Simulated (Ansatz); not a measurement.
## Replacing Cl in NaCl

Method: PBE, scalar-relativistic; spin polarisation where moments were expected; PAW, 420 eV, Gaussian smearing of 0.05 eV; code Ansatz.

NaCl was relaxed to zero pressure in the COD cell structure.

It takes space group Fm-3m (No. 225, cubic). Conventional cell: a = 5.696 Å, b = 5.696 Å, c = 5.696 Å, α = 90.00°, β = 90.00°, γ = 90.00°. Na (site symmetry m-3m) has 6 Cl at 2.85 Å as nearest neighbours. Cl (site symmetry m-3m) is surrounded by 6 Na at 2.85 Å. Neighbours are those within 15 % of a site's shortest distance, so a longer bond may be listed from one end only.

Results for NaCl: a (Å) 5.696, V (Å³/atom) 23.10, shortest unlike bond (Å) 2.85, gap (eV) 5.00, B0 (GPa) 24, E_f (eV/atom) -1.85.

Q: All Cl is replaced by I and the cell relaxed again in the same space group. What comes out?

A: NaI: a (Å) 6.529, V (Å³/atom) 34.79, shortest unlike bond (Å) 3.26, gap (eV) 3.58, B0 (GPa) 15, E_f (eV/atom) -1.28.

The volume changes by +50.6 %, or +14.6 % in mean length, and the shortest unlike bond by 0.41 Å. The bulk modulus goes from 23.6 to 15.1 GPa. The formation energy moves by 0.57 eV/atom, so NaCl is the more strongly bound against its own elements. For Cl, I the 1 valence electrons of Na just fill the anion's shell; these members are gapped.

Spin–orbit coupling is left out, which matters for the heaviest elements here. Gaps are (generalised) Kohn–Sham gaps. E_f is the formation energy from the elements run alike, at 0 K, without zero-point energy or any correction for the binding of gas molecules or dispersion between the molecules, chains or layers of the solid elements; it is good to about 0.01 eV/atom as a calculation.

All runs used the PAW datasets of the set soft_2.
